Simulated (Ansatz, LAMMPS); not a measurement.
# Amorphous SiO2 (84 atoms): geometry optimisation

How does amorphous SiO2 (84 atoms) relax, and what do bonds, charges and levels look like afterwards?

Calculated with Ansatz 0.2.0; Kohn-Sham DFT, PBE, PAW (set soft_2), plane waves.

Measured values to set the calculation against. The density of pristine, uncompressed silica glass was measured at room temperature as a reference for densified samples (“Siliceous zeolite-derived topology of amorphous silica”, 2023, PMC10710485): density 2.2 g/cm³. A silica glass plate was measured by high-energy x-ray diffraction at 20 K and the Si-O distance was taken from the first PDF peak (“Polyhedral units and network connectivity in calcium aluminosilicate glasses from high-energy x-ray diffraction”, 2000, arxiv:cond-mat/0007490): nearest Si–O distance 1.61 Å; number of O about Si 4. The nearest silicon-silicon distance in amorphous silica was obtained by fitting a symmetric peak to the measured radial distribution (as quoted in “New insights into the origin of the first sharp diffraction peak in amorphous silica from an analysis of chemical and radial ordering”, 2024, arxiv:2403.10632): nearest Si–Si distance 3.08 Å; nearest O–O distance 2.63 Å. The mean Si-O-Si angle was obtained by reanalysing earlier high-energy photon diffraction data in combination with published neutron diffraction data on silica glass (“Bond angle distribution in amorphous germania and silica”, 1996, arxiv:chem-ph/9603004): Si–O–Si angle 148.3 °.

**1. Set-up**

The cell holds 84 atoms: 28 Si and 56 O. Its edges and angles: a = 10.829 Å, b = 10.829 Å, c = 10.829 Å, α = 90.0°, β = 90.0°, γ = 90.0°. 84 atoms (28 Si, 56 O) placed at random at 2.2 g/cm³, melted at 5000 K for 10 ps at fixed volume with the Morse and Coulomb pair potential with partial charges (Pedone, Malavasi, Menziani, Cormack and Segre, J. Phys. Chem. B 110, 11780 (2006)). Quenched from 5000 K to 300 K at 50 K/ps and fixed volume, held 5 ps, then minimised at fixed cell.

Before any run, some limits are plain. The quench rate of 50 K/ps is many orders above laboratory rates, so the cell is likely richer in defects and strain than a real sample. The starting topology of bonds comes from the classical model. Only the Γ point is sampled in the main run, in a cell whose shortest periodic width is 11 Å.

**2. How the cell was made**

A classical potential makes the cell, at a small fraction of what the same run would cost in DFT.

This step: classical MD, Morse and Coulomb pair potential with partial charges (Pedone, Malavasi, Menziani, Cormack and Segre, J. Phys. Chem. B 110, 11780 (2006)) (LAMMPS 22 Jul 2025 - Update 4).

Contents of in.lmp:

```
# melt-quench of Si28O56
units metal
atom_style charge
boundary p p p
region box block 0 10.8288 0 10.8288 0 10.8288
create_box 2 box
mass 1 28.0850   # Si
mass 2 15.9990   # O
create_atoms 1 random 28 39639 NULL overlap 1.5 maxtry 2000
create_atoms 2 random 56 39646 NULL overlap 1.5 maxtry 2000
pair_style hybrid/overlay pedone 5.5 coul/long 8.0
pair_coeff * * coul/long
pair_coeff 1 2 pedone 0.340554 2.006700 2.100000 1   # Si-O
pair_coeff 2 2 pedone 0.042395 1.379316 3.618701 22   # O-O
set type 1 charge 2.4
set type 2 charge -1.2
kspace_style pppm 1.0e-4
neigh_modify delay 0 every 1 check yes
thermo_style custom step time temp pe press density
thermo_modify norm yes
timestep 0.002
thermo 100
min_style cg
minimize 1e-4 1e-4 200 2000
reset_timestep 0
velocity all create 5000 39640 mom yes dist gaussian
fix lim all nve/limit 0.05
fix lan all langevin 5000 5000 0.2 39641 zero yes
thermo 500
run 1000 post no
unfix lim
unfix lan
thermo 833
fix md all nvt temp 5000 5000 0.2
run 5000 post no
unfix md
thermo 4700
fix md all nvt temp 5000 300 0.2
run 47000 post no
unfix md
thermo 1250
fix md all nvt temp 300 300 0.2
run 2500 post no
unfix md
thermo 100
min_style cg
minimize 0 1e-3 2000 20000
write_dump all custom glass.dump id type xs ys zs modify sort id
```

Command:

```sh
$ lmp -in in.lmp -log none -nocite
```

Numbers of over 12 decimals in the logs are rounded to 6 here.

Output:

```text
LAMMPS (22 Jul 2025 - Update 4)
Created orthogonal box = (0 0 0) to (10.8288 10.8288 10.8288)
Created 28 atoms
Created 56 atoms
PPPM initialization ...
  G vector (1/distance) = 0.3830371
  grid = 12 12 12
  estimated relative force accuracy = 6.189654e-05
   Step          Time           Temp          PotEng         Press         Density
         0   0              0             -1.5028236      467863.31      2.1999748
        96   0.192          0             -17.502744     -61374.883      2.1999748
Loop time of 0.049189 s on 1 MPI rank(s) for 96 steps with 84 atoms
Minimization stats:
  Stopping criterion = energy tolerance
  Energy initial, next-to-last, final =
     -1.50282358373453  -17.5010317749473  -17.5027439677086
  Force two-norm initial, final = 313.63907 2.317258
  Iterations, force evaluations = 96 128
   Step          Time           Temp          PotEng         Press         Density
[... 12 lines left out ...]
[... 1 line left out ...]
Loop time of 1.66946 s on 1 MPI rank(s) for 5000 steps with 84 atoms
   Step          Time           Temp          PotEng         Press         Density
[... 12 lines left out ...]
Loop time of 14.8047 s on 1 MPI rank(s) for 47000 steps with 84 atoms
   Step          Time           Temp          PotEng         Press         Density
[... 2 lines left out ...]
     55000   110            264.91396     -17.696366     -21123.931      2.1999748
     55500   111            263.18949     -17.69264      -25889.921      2.1999748
Loop time of 0.717061 s on 1 MPI rank(s) for 2500 steps with 84 atoms
   Step          Time           Temp          PotEng         Press         Density
     55500   111            263.18949     -17.69264      -25889.921      2.1999748
     55516   111.032        263.18949     -17.73553      -19364.408      2.1999748
Loop time of 0.0226454 s on 1 MPI rank(s) for 16 steps with 84 atoms
Minimization stats:
  Stopping criterion = linesearch alpha is zero
  Energy initial, next-to-last, final =
      -17.692640356274  -17.7355301083549  -17.7355301083549
  Force two-norm initial, final = 13.057862 0.3604376
  Iterations, force evaluations = 16 65
```

Run time: 18 s. Hardware: 1 thread of Arm Neoverse V2, shared host; peak memory 0.072 GiB.

**3. Single point at the start**

The forces at the start show how far the geometry lies from a minimum of this functional.

Contents of input.yaml:

```yaml
crystal:
  lattice:
    - [10.8288, 0.0, 0.0]
    - [0.0, 10.8288, 0.0]
    - [0.0, 0.0, 10.8288]
  atoms:
    - { symbol: Si, position: [0.18883, 0.63132, 0.08129] }
    - { symbol: Si, position: [0.97969, 0.4128, 0.13703] }
    - { symbol: Si, position: [0.06109, 0.51713, 0.70078] }
    - { symbol: Si, position: [0.55646, 0.32012, 0.49289] }
    - { symbol: Si, position: [0.87094, 0.82974, 0.30613] }
    - { symbol: Si, position: [0.27994, 0.651, 0.82168] }
    - { symbol: Si, position: [0.44227, 0.579, 0.58011] }
    - { symbol: Si, position: [0.26178, 0.55977, 0.33902] }
    - { symbol: Si, position: [0.76361, 0.01458, 0.63529] }
    - { symbol: Si, position: [0.19135, 0.28089, 0.59018] }
    - { symbol: Si, position: [0.67084, 0.1892, 0.85853] }
    - { symbol: Si, position: [0.62966, 0.76961, 0.68737] }
    - { symbol: Si, position: [0.81564, 0.10937, 0.37144] }
    - { symbol: Si, position: [0.02743, 0.08197, 0.71928] }
    - { symbol: Si, position: [0.40904, 0.30794, 0.25129] }
    - { symbol: Si, position: [0.44309, 0.18055, 0.71025] }
    - { symbol: Si, position: [0.628, 0.16063, 0.14634] }
    - { symbol: Si, position: [0.63271, 0.70135, 0.19713] }
    - { symbol: Si, position: [0.06928, 0.05493, 0.94067] }
    - { symbol: Si, position: [0.75244, 0.46946, 0.325] }
    - { symbol: Si, position: [0.40999, 0.90851, 0.82722] }
    - { symbol: Si, position: [0.07407, 0.2238, 0.3371] }
    - { symbol: Si, position: [0.45505, 0.91914, 0.12586] }
    - { symbol: Si, position: [0.23501, 0.08502, 0.17098] }
    - { symbol: Si, position: [0.8688, 0.39093, 0.88226] }
    - { symbol: Si, position: [0.7601, 0.65747, 0.9284] }
    - { symbol: Si, position: [0.98039, 0.81021, 0.03605] }
    - { symbol: Si, position: [0.98118, 0.61151, 0.44947] }
    - { symbol: O, position: [0.69973, 0.69604, 0.79768] }
    - { symbol: O, position: [0.76617, 0.29807, 0.83322] }
    - { symbol: O, position: [0.86295, 0.97208, 0.3362] }
    - { symbol: O, position: [0.93597, 0.80226, 0.1759] }
    - { symbol: O, position: [0.75009, 0.08838, 0.50467] }
    - { symbol: O, position: [0.46244, 0.27723, 0.38633] }
    - { symbol: O, position: [0.9365, 0.19564, 0.38699] }
    - { symbol: O, position: [0.55429, 0.67962, 0.59355] }
    - { symbol: O, position: [0.36979, 0.59129, 0.71282] }
    - { symbol: O, position: [0.17011, 0.09342, 0.036] }
    - { symbol: O, position: [0.09598, 0.17603, 0.63756] }
    - { symbol: O, position: [0.54822, 0.03324, 0.15854] }
    - { symbol: O, position: [0.5122, 0.79114, 0.17916] }
    - { symbol: O, position: [0.7309, 0.1548, 0.25575] }
    - { symbol: O, position: [0.05421, 0.32145, 0.22676] }
    - { symbol: O, position: [0.12917, 0.09919, 0.27415] }
    - { symbol: O, position: [0.28366, 0.60424, 0.96736] }
    - { symbol: O, position: [0.8466, 0.43688, 0.20884] }
    - { symbol: O, position: [0.67968, 0.36948, 0.41371] }
    - { symbol: O, position: [0.11652, 0.75268, 0.0361] }
    - { symbol: O, position: [0.94738, 0.74853, 0.40412] }
    - { symbol: O, position: [0.96446, 0.43977, 0.78065] }
    - { symbol: O, position: [0.99096, 0.15014, 0.8553] }
    - { symbol: O, position: [0.5417, 0.21409, 0.59736] }
    - { symbol: O, position: [0.16886, 0.27171, 0.44185] }
    - { symbol: O, position: [0.68064, 0.68497, 0.05409] }
    - { symbol: O, position: [0.99774, 0.59409, 0.59314] }
    - { symbol: O, position: [0.34626, 0.59567, 0.46034] }
    - { symbol: O, position: [0.40071, 0.04192, 0.75558] }
    - { symbol: O, position: [0.25156, 0.64377, 0.21492] }
    - { symbol: O, position: [0.32057, 0.2466, 0.65582] }
    - { symbol: O, position: [0.11872, 0.9978, 0.8054] }
    - { symbol: O, position: [0.14932, 0.41419, 0.63494] }
    - { symbol: O, position: [0.31764, 0.20589, 0.19664] }
    - { symbol: O, position: [0.31077, 0.79605, 0.81828] }
    - { symbol: O, position: [0.33271, 0.43653, 0.2772] }
    - { symbol: O, position: [0.70402, 0.07836, 0.7598] }
    - { symbol: O, position: [0.7944, 0.51577, 0.92434] }
    - { symbol: O, position: [0.94126, 0.35546, 0.0079] }
    - { symbol: O, position: [0.71579, 0.8744, 0.62422] }
    - { symbol: O, position: [0.64716, 0.56564, 0.26705] }
    - { symbol: O, position: [0.11392, 0.56121, 0.38705] }
    - { symbol: O, position: [0.88622, 0.73628, 0.95047] }
    - { symbol: O, position: [0.0736, 0.52893, 0.10451] }
    - { symbol: O, position: [0.52701, 0.22445, 0.8266] }
    - { symbol: O, position: [0.7319, 0.77914, 0.27892] }
    - { symbol: O, position: [0.9855, 0.95291, 0.99974] }
    - { symbol: O, position: [0.67814, 0.16022, 0.00556] }
    - { symbol: O, position: [0.50336, 0.44592, 0.55693] }
    - { symbol: O, position: [0.53639, 0.28058, 0.16844] }
    - { symbol: O, position: [0.52758, 0.84772, 0.76084] }
    - { symbol: O, position: [0.85888, 0.53469, 0.40873] }
    - { symbol: O, position: [0.14441, 0.60724, 0.78148] }
    - { symbol: O, position: [0.32145, 0.9654, 0.17608] }
    - { symbol: O, position: [0.91163, 0.01952, 0.6621] }
    - { symbol: O, position: [0.43958, 0.9217, 0.975] }
kpoints:
  mp_grid: { grid: [1, 1, 1] }
hamiltonian:
  xc: pbe
scf:
  occupations: { method: fermi_dirac, width: 0.025 }
output:
  forces: true
```

Command:

```sh
$ ansatz run input.yaml --threads 4 --pin off --max-ram 8192MiB --backend cpu --events-out ev --progress --plain --runs-dir out
```

Output:

```text
Engine: ansatz 0.2.0, aarch64-unknown-linux-gnu
Pseudopotentials: kind: paw
Pseudopotential: Si, paw, valence charge 4, recommended cutoff 420 eV (normal), Si.paw.azcp
Pseudopotential: O, paw, valence charge 6, recommended cutoff 420 eV (normal), O.paw.azcp
[... 5 lines on functional and potentials left out ...]
Crystal: 84 atoms, lattice volume = 1269.817 Å³
Basis set: ecut = 420 eV, 24837 PW (Γ), exchange–correlation on 150×150×150 points (8 copies of the dense FFT grid, shifted against one another)
Bands: 308, of which v1, the nominal top of the filled ones, is band 224 counted from 1 (223 counted from 0)
Symmetry: 1 space group operations
Space group: P1 (ITA 1), of the structure as read, at distance tolerance 1.1e-4 Å
k-points: 1
[... 5 lines on functional and potentials left out ...]
Initial density: superposition of atomic densities (neutral atoms: chi_scale 0, normalization atom), corrected by the library's trained network
Initial wavefunctions: pseudopotential atomic-orbital guess
Functional: x = pbe(κ = 0.804, μ = 0.219515), c = pbe(β = 0.066725)
SCF iter   1: F=—  HF=-49663.163083 eV  |F-HF|=—  |Δ(HF+E_count)|=         —  Δρ=2.15e-3  dr2=5.78e-2  ethr=1.77e-3  ⟨swp⟩=7.0  Hψ=1540  notcnv=0  defer=48
preconditioner: auto → Resta (q_TF=auto, 2.293 Å⁻¹)  ε∞=2.8  [insulator: Δε(μ)=4.378 eV  Ē_g=16.238 eV  σ=0.025 eV  W_gap=1.00  n_scr=250 (ndim 8)  ℏωp=22.1 eV  f_vac=0.247  D(μ)=0.00/eV (n_scr^D=0)  ε∞_Penn≈2.8  vacuum switching on, ρ_ref=1.9e-2 e/Å³]
SCF iter   2: F=—  HF=-49663.157877 eV  |F-HF|=—  |Δ(HF+E_count)|=   5.21e-3  Δρ=1.02e-3  dr2=9.33e-3  ethr=1.29e-5  ⟨swp⟩=2.0  Hψ=529  notcnv=0  defer=75
SCF iter   3: F=—  HF=-49663.160576 eV  |F-HF|=—  |Δ(HF+E_count)|=   2.70e-3  Δρ=3.83e-4  dr2=1.65e-3  ethr=2.08e-6  ⟨swp⟩=2.0  Hψ=411  notcnv=0  defer=27
automatic band count: iteration 3 solves 260 bands in place of 308: the levels show a gap, and the empty bands left out lie too high to hold charge; the band table lists the bands solved (type scf.n_extra_bands for more)
SCF iter   4: F=—  HF=-49663.161016 eV  |F-HF|=—  |Δ(HF+E_count)|=   4.40e-4  Δρ=1.05e-4  dr2=1.06e-4  ethr=3.69e-7  ⟨swp⟩=2.0  Hψ=410  notcnv=0  defer=27
SCF iter   5: F=—  HF=-49663.161065 eV  |F-HF|=—  |Δ(HF+E_count)|=   4.86e-5  Δρ=4.76e-5  dr2=1.97e-5  ethr=2.37e-8  ⟨swp⟩=2.0  Hψ=446  notcnv=0  defer=27
SCF iter   6: F=—  HF=-49663.159022 eV  |F-HF|=—  |Δ(HF+E_count)|=   2.04e-3  Δρ=1.09e-5  dr2=9.14e-7  ethr=4.40e-9  ⟨swp⟩=2.0  Hψ=484  notcnv=0  defer=27
SCF iter   7: F=—  HF=-49663.159023 eV  |F-HF|=—  |Δ(HF+E_count)|=   7.62e-7  Δρ=3.20e-6  dr2=1.03e-7  ethr=2.04e-10  ⟨swp⟩=2.0  Hψ=401  notcnv=0  defer=27
SCF iter   8: F=-49663.159023 eV  HF=-49663.159023 eV  |F-HF|=9.90e-9  |Δ(HF+E_count)|=   1.97e-8  Δρ=1.45e-6  dr2=1.98e-8  ethr=2.23e-11  ⟨swp⟩=4.0  Hψ=880  notcnv=0
SCF 1 converged in 8 iterations: F = -49663.159023 eV  dr2 = 1.98e-8
  greatest PAW one-centre occupation: 0.866 electrons in one spin orbital (limit 2), on the O atom at site 74 (counted from 0), in its partial waves of l = 0
SCF converged after 8 iterations
Free energy (F): -49663.159023 eV
Harris-Foulkes:  -49663.159023 eV  (|F-HF|=9.90e-9)
Internal energy: -49663.159023 eV  (E = F + TS)
E sigma→0 (E₀):  -49663.159023 eV
Fermi energy:    3.834352 eV
--- Per-component energies (eV) ---
  E_band       = -2609.644683
  E_kinetic    = 11258.363594
  E_local      = -36047.990294  (includes V_loc(G=0)·N_el)
  E_nonlocal   = 3358.368216
  E_hartree    = 13796.956930
  E_xc         = -5709.795607
  E_vxc        = -6626.712980  (∫ρ·V_xc dr)
  E_paw        = -23275.699329  (= ΣΔE_a)
  E_vpaw       = -2145.728177  (= ΣTr[D̂ρ^β])
  E_aug_tail   = 0.144840  (compensation charges beyond the density's cutoff)
  E_ewald      = -13043.507373
  E_smearing   = -0.000000  (= −TS)
  E_closure    = -0.000000  (closes the sum)
  Σ components = -49663.159023   (vs F -49663.159023, Δ=0.00e0)
--- Forces (eV/Å), atoms counted from 1 ---
  atom   1  Si    -1.99421566    -1.36101172    -0.13762584
  atom   2  Si    -0.13266630     1.40998539     0.92510058
  atom   3  Si     0.68683732    -1.19019562    -0.24943408
  atom   4  Si    -0.77572859     1.34969107    -0.83157681
  atom   5  Si    -0.83622590    -1.09193834    -1.51568661
  atom   6  Si     0.66386455    -0.22448265    -0.41933431
  atom   7  Si    -0.52380659     0.14999480     0.10699722
  atom   8  Si    -0.57383904    -0.89185406     0.38329708
  atom   9  Si     0.45256618     0.86215381     0.87194127
  atom  10  Si    -0.90146833    -0.62170928     0.39074690
  atom  11  Si    -0.67414508    -0.76320521    -0.25859466
  atom  12  Si    -1.15201341     0.25410149     1.33813197
  atom  13  Si     0.31310962    -0.92718763    -0.49725599
  atom  14  Si     0.59389222     0.02818706     3.93668851
[...]
atom  83  O     -0.96194389    -1.31683760    -1.21309290
  atom  84  O     -0.06675256    -0.00927981    -0.10324460
  max |Σ_I F_I| component: 4.22e-5 eV/Å
```

The job ended after 7.9 s (4 threads of Arm Neoverse V2, shared host; peak memory 1.3 GiB; 29 s of CPU time).

Read from the output:

```yaml
free_energy: -49663.1590 eV
free_energy_per_atom: -591.2281 eV/atom
scf_cycles: 8
r_m_s_force_component: 0.7942 eV/Å
longest_force: 3.981 eV/Å
fermi_energy: 3.834 eV
```

The r.m.s. force component of 0.79 eV/Å sets the starting point.

Length of the force by element:

| element | coordination | atoms | mean length of the force (eV/Å) | spread | least | most |
| --- | --- | --- | --- | --- | --- | --- |
| O | all | 56 | 1.00 | 0.554 | 0.123 | 2.91 |
| Si | all | 28 | 1.57 | 0.764 | 0.555 | 3.98 |

[end of part 1 of 4]

[Logs are printed without paths, hosts, clocks, repeated set-up lines and the standing remarks that a program may print on its own settings, such as how far it seeks lower states.]

[Hosts, paths, dates, database ids (printed as entryN), source tags and the programs' standing remarks are cut or masked in the printed files.]
